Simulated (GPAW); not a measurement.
# Pt (Fm-3m) in GPAW: settings compared, part 2 of 2

GPAW 26.7.0. Earlier steps stand in the parts before.

## (3) Equation of state, revPBE+D3(BJ)

The input, run.py:

```python
import spglib
from ase import Atoms
from ase.calculators.mixing import SumCalculator
from ase.eos import EquationOfState
from ase.io import Trajectory, read
from ase.units import GPa
from dftd3.ase import DFTD3
from gpaw import GPAW, PW

atoms = read('Pt.cif')
cell, positions, numbers = spglib.find_primitive(
    (atoms.cell[:], atoms.get_scaled_positions(), atoms.numbers), symprec=1e-4)
atoms = Atoms(numbers, cell=cell, scaled_positions=positions, pbc=True)

traj = Trajectory('eos.traj', 'w')
volumes, energies = [], []
for x in [0.94, 0.96, 0.98, 1.0, 1.02, 1.04, 1.06]:
    a = atoms.copy()
    a.set_cell(atoms.cell * x**(1 / 3), scale_atoms=True)
    calc = GPAW(mode=PW(600),
                xc='revPBE',
                kpts={'size': (9, 9, 9), 'gamma': True},
                occupations={'name': 'fermi-dirac', 'width': 0.05},
                nbands=17,
                convergence={'density': 1e-05, 'energy': 1e-05},
                maxiter=150,
                txt=f'eos-{x:.2f}.txt')
    a.calc = SumCalculator([calc, DFTD3(method='revpbe', damping='d3bj')])
    energies.append(a.get_potential_energy())
    volumes.append(a.get_volume())
    p = -a.get_stress()[:3].mean() / GPa
    calc.write(f'eos-{x:.2f}.gpw')
    traj.write(a)
    print(f'{x:.2f} {volumes[-1]:10.4f} A^3 {energies[-1]:14.6f} eV {p:9.3f} GPa', flush=True)

v0, e0, B = EquationOfState(volumes, energies, eos='birchmurnaghan').fit()
print(f'V0 = {v0:.4f} A^3, E0 = {e0:.6f} eV, B0 = {B / GPa:.2f} GPa')
```

Pt.cif is that of step 2.

Potentials or basis: the program's PAW data sets (release 1.2.1) made for this functional, pw.

Started as:

```sh
> OMP_NUM_THREADS=1 python run.py
```

Output:

```text
__  _  _
 | _ |_)|_||  |
 |__||  | ||/\| - 26.7.0

Input parameters:
  mode=PW(ecut=600.0),
  convergence={'density': 1e-05, 'energy': 1e-05},
  kpts=MonkhorstPack(size=(9, 9, 9), gamma=True),
  maxiter=150,
  nbands=17,
  occupations=Occupations(name='fermi-dirac', width=0.05),
  xc=XC(name='revPBE')

Diagonalizing LCAO Hamiltonian
Converting LCAO to pw mode

       Pt

Atoms  # Å, Bohr magnetons
|   | symbol |        x |        y |        z |    initial magnetic moments |
|---|--------|----------|----------|----------|-----------------------------|
| 0 |     Pt | 0.000000 | 0.000000 | 0.000000 | ( 0.0000,  0.0000,  0.0000) |

Unit cell  # Å
| periodic |        x |        y |        z |  lengths |    angles |
|----------|----------|----------|----------|----------|-----------|
|      yes | 0.000000 | 1.920870 | 1.920870 | 2.716521 | 60.000000 |
|      yes | 1.920870 | 0.000000 | 1.920870 | 2.716521 | 60.000000 |
|      yes | 1.920870 | 1.920870 | 0.000000 | 2.716521 | 60.000000 |

Number of symmetries: 48
Symmetry operations  # r_c * U_cc + t_c -> r_c
|    | kind |            matrix            |
|----|------|------------------------------|
|  0 |  σ   |  1, 0, 0,  1, 0,-1,  1,-1, 0 |
|  1 |  C2  |  1, 0, 0,  1,-1, 0,  1, 0,-1 |
|  2 |  E   |  1, 0, 0,  0, 1, 0,  0, 0, 1 |
|  3 |  σ   |  1, 0, 0,  0, 0, 1,  0, 1, 0 |
|  4 |  C4  |  1, 0,-1,  1, 0, 0,  1,-1, 0 |
|  5 |  S6  |  1, 0,-1,  1,-1, 0,  1, 0, 0 |
|  6 |  σ   |  1, 0,-1,  0, 1,-1,  0, 0,-1 |
|  7 |  C3  |  1, 0,-1,  0, 0,-1,  0, 1,-1 |
|  8 |  S6  |  1,-1, 0,  1, 0, 0,  1, 0,-1 |
[... 125 lines left out ...]
  Good broyden scale: 1.0
  Trust region scale: 1.0
  Backstep threshold: 4.0
  History deletion threshold: 6.0
  Fourier metric: weight=20.0, sigma=0.015

occupation numbers:
  Fermi-Dirac:
    width: 0.0500  # eV

poisson solver:
  ecut: 4800.0  # eV

xc functional:
  name: revPBE with 2 nearest neighbor stencil

convergence criteria:
- Maximum integral of absolute [dens]ity change: 1e-05 electrons / valence electron
- Maximum [total energy] change in last 3 cyles: 1e-05 eV / valence electron
- Maximum integral of absolute [eigenst]ate change: 4e-08 eV^2 / valence electron
maximum number of iterations: 150

SCF iterations
|iter     | |      energy | eigst |  dens |
|---------|-|-------------|-------|-------|
|iter:   1| |   -6.160736 | +0.10 |       |
|iter:   2| |   -6.086311 | -3.00 | -1.22 |
|iter:   3| |   -5.788652 | -2.38 | -1.27 |
|iter:   4| |   -5.785903 | -3.45 | -2.11 |
|iter:   5| |   -5.786542 | -3.39 | -2.56 |
|iter:   6| |   -5.786576 | -5.69 | -3.63 |
|iter:   7| |   -5.786580c| -6.09 | -3.79 |
|iter:   8| |   -5.786581c| -7.79c| -4.90 |
|iter:   9| |   -5.786581c| -7.67c| -5.42c|

Converged in 9 steps
Energy contributions relative to reference atoms: (reference = -500385.649518)

Energy contributions:
  Kinetic:           4.866627
  Coulomb:          -5.197731
  Zero:             -0.550619
  External:          0.000000
  Xc:               -4.899767
  Entropy:          -0.010182
  Spinorbit:         0.000000
  ----------------------------
  Free energy:      -5.791672
  Extrapolated:     -5.786581

dipole moment: (-13.118724, -13.118724, -13.118724)  # |e|*Ang

Fermi level: 13.477
Eigenvalues  # (at kpt = [0.000, 0.000, 0.000])
| band index |      eig [eV] | occ [0-2] |
|------------|---------------|-----------|
|          0 |       -39.296 |     2.000 |
|          1 |       -39.296 |     2.000 |
|          2 |       -39.296 |     2.000 |
|          3 |         2.682 |     2.000 |
|          4 |         9.310 |     2.000 |
|          5 |         9.310 |     2.000 |
[... 9 lines left out ...]
|         15 |        46.663 |     0.000 |
|         16 |        46.663 |     0.000 |

No gap
No difference between direct/indirect transitions

Stress tensor  # eV/Ang^3
|         x |         y |         z |
|-----------|-----------|-----------|
| -0.215050 | -0.000000 |  0.000000 |
| -0.000000 | -0.215050 | -0.000000 |
|  0.000000 | -0.000000 | -0.215050 |

# Writing to eos-0.94.gpw (mode='')
```

eos-1.00.txt:

```text
SCF iterations
|iter     | |      energy | eigst |  dens |
|---------|-|-------------|-------|-------|
|iter:   1| |   -6.296055 | +0.07 |       |
|iter:   2| |   -6.218266 | -2.96 | -1.21 |
|iter:   3| |   -5.914849 | -2.30 | -1.26 |
|iter:   4| |   -5.914177 | -3.55 | -2.20 |
|iter:   5| |   -5.914997 | -3.42 | -2.52 |
|iter:   6| |   -5.915005 | -5.81 | -3.58 |
|iter:   7| |   -5.915009c| -6.08 | -3.78 |
|iter:   8| |   -5.915009c| -7.93c| -4.86 |
|iter:   9| |   -5.915009c| -7.70c| -5.31c|

Converged in 9 steps
Energy contributions relative to reference atoms: (reference = -500385.649518)

Energy contributions:
  Kinetic:          -3.565740
  Coulomb:           1.977256
  Zero:             -0.532140
  External:          0.000000
  Xc:               -3.788451
  Entropy:          -0.011870
  Spinorbit:         0.000000
  ----------------------------
  Free energy:      -5.920944
  Extrapolated:     -5.915009

dipole moment: (-13.375639, -13.375639, -13.375639)  # |e|*Ang

Fermi level: 12.190
Eigenvalues  # (at kpt = [0.000, 0.000, 0.000])
| band index |      eig [eV] | occ [0-2] |
|------------|---------------|-----------|
|          0 |       -40.383 |     2.000 |
|          1 |       -40.383 |     2.000 |
|          2 |       -40.383 |     2.000 |
|          3 |         2.108 |     2.000 |
|          4 |         8.428 |     2.000 |
|          5 |         8.428 |     2.000 |
[... 9 lines left out ...]
|         15 |        44.006 |     0.000 |
|         16 |        44.006 |     0.000 |

No gap
No difference between direct/indirect transitions

Stress tensor  # eV/Ang^3
|         x |         y |         z |
|-----------|-----------|-----------|
| -0.078638 |  0.000000 |  0.000000 |
|  0.000000 | -0.078638 | -0.000000 |
|  0.000000 | -0.000000 | -0.078638 |

# Writing to eos-1.00.gpw (mode='')
```

Wall time 43 s (1 thread of Arm Neoverse V1, shared host); peak memory 0.18 GiB.

What came out:

```yaml
Equilibrium_volume: 14.88 Å³/atom
Bulk_modulus: 289 GPa
Pressure_derivative_of_the_bulk_modulus: 5.4
```

Energy against volume, from the lowest point:
| volume (Å³/atom) | energy (meV/atom) |
| --- | --- |
| 14.175 | 32.45 |
| 14.477 | 9.66 |
| 14.778 | 0.00 |
| 15.080 | 1.83 |
| 15.381 | 13.78 |
| 15.683 | 34.58 |
| 15.985 | 63.16 |

## (4) Band structure, PBE, spin-orbit coupling, no magnetisation

The input, run.py:

```python
import numpy as np
from ase.dft.bandgap import bandgap
from ase.io import read, write
from ase.units import GPa
from gpaw import GPAW, PW
from gpaw.spinorbit import soc_eigenstates

atoms = read('Pt.xyz')

calc = GPAW(mode=PW(600),
            xc='PBE',
            kpts={'size': (9, 9, 9), 'gamma': True},
            occupations={'name': 'fermi-dirac', 'width': 0.05},
            nbands=17,
            convergence={'density': 1e-05, 'energy': 1e-05},
            maxiter=150,
            txt='gpaw.txt')
atoms.calc = calc
energy = atoms.get_potential_energy()
forces = atoms.get_forces()
stress = atoms.get_stress()
calc.write('gs.gpw')
write('result.traj', atoms)
print(f'Energy: {energy:.6f} eV')
print('Forces (eV/A):')
print(forces.round(4))
print('Stress (GPa):', (stress / GPa).round(3))
print('Fermi level:', round(calc.get_fermi_level(), 4), 'eV')
print(f'Gap: {bandgap(calc)[0]:.4f} eV, direct: {bandgap(calc, direct=True)[0]:.4f} eV')

path = atoms.cell.bandpath('GXWKGLUWLK,UX', npoints=80, eps=1e-4)
bs_calc = calc.fixed_density(kpts=path, symmetry='off', nbands=25,
                             convergence={'bands': 'CBM+6.0', 'eigenstates': 1e-6}, txt='bands.txt')
bs = bs_calc.band_structure()
bs.write('bs.json')
print(f'Gap on the path: {bandgap(bs_calc)[0]:.4f} eV')

soc = soc_eigenstates(bs_calc, theta=0, phi=0)
np.savetxt('soc_bands.dat', soc.eigenvalues(), fmt='%.4f')
mesh = soc_eigenstates('gs.gpw', theta=0, phi=0)
np.savetxt('soc_mesh.dat', mesh.eigenvalues(), fmt='%.4f')
print('Fermi level with spin-orbit coupling:', round(mesh.fermi_level, 4), 'eV')
```

The input, Pt.xyz:

```xyz
1
Lattice="0.0000000000 1.9609000000 1.9609000000 1.9609000000 0.0000000000 1.9609000000 1.9609000000 1.9609000000 0.0000000000" Properties=species:S:1:pos:R:3 pbc="T T T"
Pt     0.0000000000      0.0000000000      0.0000000000
```

Potentials or basis: GPAW PAW data sets (gpaw-data 1.2.1), pw.

Started as:

```sh
> OMP_NUM_THREADS=1 python run.py
```

gpaw.txt:

```text
__  _  _
 | _ |_)|_||  |
 |__||  | ||/\| - 26.7.0

Input parameters:
  mode=PW(ecut=600.0),
  convergence={'density': 1e-05, 'energy': 1e-05},
  kpts=MonkhorstPack(size=(9, 9, 9), gamma=True),
  maxiter=150,
  nbands=17,
  occupations=Occupations(name='fermi-dirac', width=0.05),
  xc=XC(name='PBE')

Diagonalizing LCAO Hamiltonian
Converting LCAO to pw mode

       Pt

Atoms  # Å, Bohr magnetons
|   | symbol |        x |        y |        z |    initial magnetic moments |
|---|--------|----------|----------|----------|-----------------------------|
| 0 |     Pt | 0.000000 | 0.000000 | 0.000000 | ( 0.0000,  0.0000,  0.0000) |

Unit cell  # Å
| periodic |        x |        y |        z |  lengths |    angles |
|----------|----------|----------|----------|----------|-----------|
|      yes | 0.000000 | 1.960900 | 1.960900 | 2.773131 | 60.000000 |
|      yes | 1.960900 | 0.000000 | 1.960900 | 2.773131 | 60.000000 |
|      yes | 1.960900 | 1.960900 | 0.000000 | 2.773131 | 60.000000 |

Number of symmetries: 48
Symmetry operations  # r_c * U_cc + t_c -> r_c
[... 168 lines left out ...]
|iter:   8| |   -6.454624c| -7.51c| -4.96 |
|iter:   9| |   -6.454624c| -8.00c| -5.50c|

Converged in 9 steps
Energy contributions relative to reference atoms: (reference = -500375.362767)

Energy contributions:
  Kinetic:          -4.040063
  Coulomb:           2.460275
  Zero:             -0.544651
  External:          0.000000
  Xc:               -4.324274
  Entropy:          -0.011822
  Spinorbit:         0.000000
  ----------------------------
  Free energy:      -6.460535
  Extrapolated:     -6.454624

dipole moment: (-13.393821, -13.393821, -13.393821)  # |e|*Ang

Fermi level: 12.139
Eigenvalues  # (at kpt = [0.000, 0.000, 0.000])
| band index |      eig [eV] | occ [0-2] |
|------------|---------------|-----------|
|          0 |       -40.439 |     2.000 |
|          1 |       -40.439 |     2.000 |
|          2 |       -40.439 |     2.000 |
|          3 |         2.027 |     2.000 |
|          4 |         8.369 |     2.000 |
|          5 |         8.369 |     2.000 |
[... 9 lines left out ...]
|         15 |        43.947 |     0.000 |
|         16 |        43.947 |     0.000 |

No gap
No difference between direct/indirect transitions

Forces  # eV/Ang
|        x |       y |       z |
|----------|---------|---------|
| -0.00000 | 0.00000 | 0.00000 |  # Pt   0

Stress tensor  # eV/Ang^3
|         x |         y |         z |
|-----------|-----------|-----------|
| -0.057338 |  0.000000 | -0.000000 |
|  0.000000 | -0.057338 | -0.000000 |
| -0.000000 | -0.000000 | -0.057338 |

# Writing to gs.gpw (mode='')
```

bands.txt:

```text
Diagonalizing LCAO Hamiltonian
Converting LCAO to pw mode
convergence criteria:
- Maximum integral of absolute [eigenst]ate change: 1e-06 eV^2 / valence electron
maximum number of iterations: 150

SCF iterations
|iter     | |      energy | eigst |  dens |
|---------|-|-------------|-------|-------|
|iter:   1| |             | -0.42 |       |
[... 84 lines left out ...]
         [0.40277778, 0.40277778, 0.69444444],
         [0.38888889, 0.38888889, 0.72222222],
         [0.375     , 0.375     , 0.75      ],
         [0.625     , 0.25      , 0.625     ],
         [0.59375   , 0.1875    , 0.59375   ],
         [0.5625    , 0.125     , 0.5625    ],
         [0.53125   , 0.0625    , 0.53125   ],
         [0.5       , 0.        , 0.5       ]])),
  maxiter=150,
  nbands=25,
  occupations=Occupations(name='fermi-dirac', width=0.05),
  symmetry=Symmetry(point_group=False, time_reversal=False),
  xc=XC(name='PBE')
```

It took 15 s on 1 thread of Arm Neoverse V1, shared host; peak memory 0.2 GiB.

What came out:

```yaml
Free_energy: -6.4605 eV
Pressure: 9.2 GPa
Band_gap_along_the_path: none (metal or under the smearing width)
```

Levels at the corners of the path, in eV from the Fermi level:
```
point  band 13  band 14  band 15  band 16  band 17  band 18  band 19  band 20
    Γ    -3.25    -3.25    -1.46    -1.46    -1.46    -1.46    15.07    15.07
    X     0.06     0.06     1.10     1.10     1.81     1.81     9.03     9.03
    W    -1.90    -1.90     0.50     0.50     7.25     7.25     7.70     7.70
    K    -1.36    -1.36    -0.06    -0.06     5.80     5.80     6.91     6.91
    Γ    -3.25    -3.25    -1.46    -1.46    -1.46    -1.46    15.07    15.07
    L    -0.35    -0.35    -0.32    -0.32     0.38     0.38     5.98     5.98
    U    -1.36    -1.36    -0.06    -0.06     5.80     5.80     6.91     6.91
    W    -1.90    -1.90     0.50     0.50     7.25     7.25     7.70     7.70
    L    -0.35    -0.35    -0.32    -0.32     0.38     0.38     5.98     5.98
    K    -1.36    -1.36    -0.06    -0.06     5.80     5.80     6.91     6.91
    U    -1.36    -1.36    -0.06    -0.06     5.80     5.80     6.91     6.91
    X     0.06     0.06     1.10     1.10     1.81     1.81     9.03     9.03
```

Caveat: spin-orbit coupling was added after a scalar SCF, so levels and gaps hold it while energy, forces, pressure and moments don't; this program's spin-orbit splittings come out too wide for heavy elements.

## (5) Overview

```tsv
task	level	potentials or basis	spin	eigensolver	band path	band points	spin axis theta (degrees)	spin axis phi (degrees)	V0 of scaled cells (Å³/atom)	B0 (GPa)
equation of state	OLYP	PAW data sets generated in the run's folder for this functional, pw	off	davidson	-	-	-	-	15.37	246
equation of state	revPBE+D3(BJ)	the program's PAW data sets (release 1.2.1) made for this functional, pw	off	-	-	-	-	-	14.88	289
band structure	PBE	GPAW PAW data sets (gpaw-data 1.2.1), pw	SOC, no magnetisation	-	GXWKGLUWLK,UX	80	0	0	-	-
```

Alike in all rows: cell as given; k mesh 9 × 9 × 9; cutoff (eV) 600; smearing fermi-dirac 0.05 eV.

Caveats: spin-orbit coupling was added after a scalar SCF, so levels and gaps hold it while energy, forces, pressure and moments don't (some runs); this program's spin-orbit splittings come out too wide for heavy elements (some runs).

Absolute energies hang on the potentials; compare differences alone.
